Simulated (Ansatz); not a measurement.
# Cadmium, hcp under r²SCAN: testing the k-point mesh

Aim: find which k-point mesh is enough for energy and pressure. The geometry was relaxed under r²SCAN beforehand and stays fixed; 8 values are run, from 2×2×1 to 18×18×8. Wanted are the values from which on the energy stays within 10 and 1 meV/atom, and the pressure within 0.5 GPa, of the last run. Within the series other settings stay, but some runs also write fields, which adds to their time. Spin polarisation is left out.

Computed with Ansatz 0.2.0 (DFT r²SCAN, plane waves with PAW, scalar-relativistic, unless a step says otherwise).

**1. The system as given**

It takes space group P6_3/mmc (No. 194, hexagonal). Conventional cell: a = 2.951 Å, b = 2.951 Å, c = 5.884 Å, α = 90.00°, β = 90.00°, γ = 120.00°. Cd (site symmetry -6m2) has 6 Cd at 2.95 Å as nearest neighbours.

Structure file:

```cif
data_structure
_symmetry_space_group_name_H-M 'P6_3/mmc'
_symmetry_Int_Tables_number 194
_cell_length_a 2.9509
_cell_length_b 2.9509
_cell_length_c 5.8839
_cell_angle_alpha 90.000
_cell_angle_beta 90.000
_cell_angle_gamma 120.000
_cell_volume 44.37
loop_
_atom_site_label
_atom_site_type_symbol
_atom_site_symmetry_multiplicity
_atom_site_Wyckoff_symbol
_atom_site_fract_x
_atom_site_fract_y
_atom_site_fract_z
_atom_site_occupancy
Cd1 Cd 2 c 0.33333 0.66667 0.25000 1
```

**2. Run at 2×2×1**

The run at 2×2×1.

Contents of input.yaml:

```yaml
crystal:
  lattice:
    - [2.9509006248, 0.0, 0.0]
    - [-1.4754503124, 2.5555549051, 0.0]
    - [0.0, 0.0, 5.8838547497]
  atoms:
    - { symbol: Cd, position: [0.3333333333, 0.6666666667, 0.25] }
    - { symbol: Cd, position: [0.6666666667, 0.3333333333, 0.75] }
hamiltonian:
  xc: r2scan
  pseudopotentials:
    kind: paw
    azcp:
      Cd: "pseudopotentials/Cd.paw.azcp"
basis:
  ecutwfc: 500
  fft_grid_basis: typed
kpoints:
  mp_grid: { grid: [2, 2, 1], shift: [0, 0, 0] }
magnetization:
  spin_polarized: false
scf:
  occupations: { method: fermi_dirac, width: 0.1 }
  lower_state_search: "off"
output:
  stress: true
```

The run is started by

```console
$ ansatz run input.yaml --threads 2 --pin off --max-ram 5120MiB --backend cpu --events-out ev --progress --plain --runs-dir out
```

**3. Run at 3×3×2**

The run at 3×3×2.

input.yaml, as its differences from that of step 2:

```diff
@@ -18,3 +18,3 @@
 kpoints:
-  mp_grid: { grid: [2, 2, 1], shift: [0, 0, 0] }
+  mp_grid: { grid: [3, 3, 2], shift: [0, 0, 0] }
 magnetization:
@@ -26 +26,5 @@
   stress: true
+  write_density: true
+  write_potential: true
+  elf: true
+  volumetric_format: npy
```

**4. Run at 4×4×2**

The run at 4×4×2.

input.yaml, as its differences from that of step 3:

```diff
@@ -18,3 +18,3 @@
 kpoints:
-  mp_grid: { grid: [3, 3, 2], shift: [0, 0, 0] }
+  mp_grid: { grid: [4, 4, 2], shift: [0, 0, 0] }
 magnetization:
```

**5. Run at 6×6×3**

The run at 6×6×3.

input.yaml, as its differences from that of step 4:

```diff
@@ -18,3 +18,3 @@
 kpoints:
-  mp_grid: { grid: [4, 4, 2], shift: [0, 0, 0] }
+  mp_grid: { grid: [6, 6, 3], shift: [0, 0, 0] }
 magnetization:
@@ -26,5 +26 @@
   stress: true
-  write_density: true
-  write_potential: true
-  elf: true
-  volumetric_format: npy
```

**6. Run at 8×8×4**

The run at 8×8×4.

input.yaml, as its differences from that of step 5:

```diff
@@ -18,3 +18,3 @@
 kpoints:
-  mp_grid: { grid: [6, 6, 3], shift: [0, 0, 0] }
+  mp_grid: { grid: [8, 8, 4], shift: [0, 0, 0] }
 magnetization:
```

**7. Run at 10×10×5**

The run at 10×10×5.

input.yaml, as its differences from that of step 6:

```diff
@@ -18,3 +18,3 @@
 kpoints:
-  mp_grid: { grid: [8, 8, 4], shift: [0, 0, 0] }
+  mp_grid: { grid: [10, 10, 5], shift: [0, 0, 0] }
 magnetization:
```

**8. Run at 13×13×6**

The run at 13×13×6.

input.yaml, as its differences from that of step 7:

```diff
@@ -18,3 +18,3 @@
 kpoints:
-  mp_grid: { grid: [10, 10, 5], shift: [0, 0, 0] }
+  mp_grid: { grid: [13, 13, 6], shift: [0, 0, 0] }
 magnetization:
@@ -26 +26,5 @@
   stress: true
+  write_density: true
+  write_potential: true
+  elf: true
+  volumetric_format: npy
```

**9. Run at 18×18×8**

The run at 18×18×8.

input.yaml, as its differences from that of step 8:

```diff
@@ -18,3 +18,3 @@
 kpoints:
-  mp_grid: { grid: [13, 13, 6], shift: [0, 0, 0] }
+  mp_grid: { grid: [18, 18, 8], shift: [0, 0, 0] }
 magnetization:
@@ -26,5 +26 @@
   stress: true
-  write_density: true
-  write_potential: true
-  elf: true
-  volumetric_format: npy
```

(Steps that only read results are left out.)

What does the calculation give? Wanted: pressure at 18×18×8.

As calculated:

```
                                          quantity                       value
      E(σ → 0) stays within 10 meV/atom of 18×18×8             from 10×10×5 on
                  E(σ → 0) stays within 1 meV/atom  not reached before 18×18×8
                     pressure stays within 0.5 GPa               from 6×6×3 on
                               pressure at 18×18×8                    0.06 GPa
                   CPU time, dearest over cheapest                          12
energy of a separate run on a finer mesh (20×20×9)  +0.2 meV/atom from 18×18×8
```

What this shows: At 2×2×1 the energy differs by +924.1 meV/atom and the pressure by +4.0 GPa. Convergence in k is not monotonic; the energy swings about its limit. The energy has not settled to 1 meV/atom before the last mesh. Metals converge slowly, as the Fermi surface must be resolved. A run on a finer mesh agrees with the yardstick to 1 meV/atom.
